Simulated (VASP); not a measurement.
Write the native input for VASP 6.6.1 that does the following.

| Property | Result |
| --- | --- |
| Task | band structure |
| Functional | revPBE |
| Potentials or basis | VASP PAW PBE potentials, release 64 (Hf_pv) |
| Cutoff | 520 eV |
| k mesh | 10 × 10 × 5 |
| Occupations | fermi-dirac, width 0.05 eV |
| Spin | no spin polarisation |
| Further INCAR settings | ALGO = Fast; EDIFF = 1e-07 |

The structure of Hf lies in POSCAR:

```
Hf
1.0
    3.1967000000      0.0000000000      0.0000000000
   -1.5983500000      2.7684234083      0.0000000000
    0.0000000000      0.0000000000      5.0578000000
Hf
2
Direct
    0.6666666667      0.3333333333      0.7500000000
    0.3333333333      0.6666666667      0.2500000000
```

The input as run:

INCAR

```
  ALGO = Fast
  EDIFF = 1E-7
  ENCUT = 520
  GGA = RE
  ISIF = 2
  ISMEAR = -1
  LASPH = T
  LCHARG = F
  LMAXMIX = 4
  LREAL = F
  LWAVE = F
  NELM = 80
  PREC = Accurate
  SIGMA = 0.05
```

KPOINTS

```
k-points
0
Gamma
  10 10 5
```

KPOINTS_OPT

```
path GMKGALHA,LM,KH
10
line-mode
reciprocal
 0.0000000000  0.0000000000  0.0000000000  G
 0.5000000000  0.0000000000  0.0000000000  M

 0.5000000000  0.0000000000  0.0000000000  M
 0.3333333333  0.3333333333  0.0000000000  K

 0.3333333333  0.3333333333  0.0000000000  K
 0.0000000000  0.0000000000  0.0000000000  G

 0.0000000000  0.0000000000  0.0000000000  G
 0.0000000000  0.0000000000  0.5000000000  A

 0.0000000000  0.0000000000  0.5000000000  A
 0.5000000000  0.0000000000  0.5000000000  L

 0.5000000000  0.0000000000  0.5000000000  L
 0.3333333333  0.3333333333  0.5000000000  H

 0.3333333333  0.3333333333  0.5000000000  H
 0.0000000000  0.0000000000  0.5000000000  A

 0.5000000000  0.0000000000  0.5000000000  L
 0.5000000000  0.0000000000  0.0000000000  M

 0.3333333333  0.3333333333  0.0000000000  K
 0.3333333333  0.3333333333  0.5000000000  H
```

Potentials or basis: VASP PAW PBE potentials, release 64 (Hf_pv).

Command:

```console
$ cat potpaw_PBE.64/Hf_pv/POTCAR > POTCAR
$ mpirun -np 1 vasp_std > vasp.out
```

It gave:

The pressure is 2.2 GPa and the band gap along the path is none (metal or under the smearing width).

Caveat: the PAW data sets were made with another functional, which shifts forces and pressure a little; spin-orbit coupling is left out, which moves the levels of the heavy elements.

Wall time 110 s on 1 thread of AMD EPYC 7571, on a shared host, peak memory 0.15 GiB.
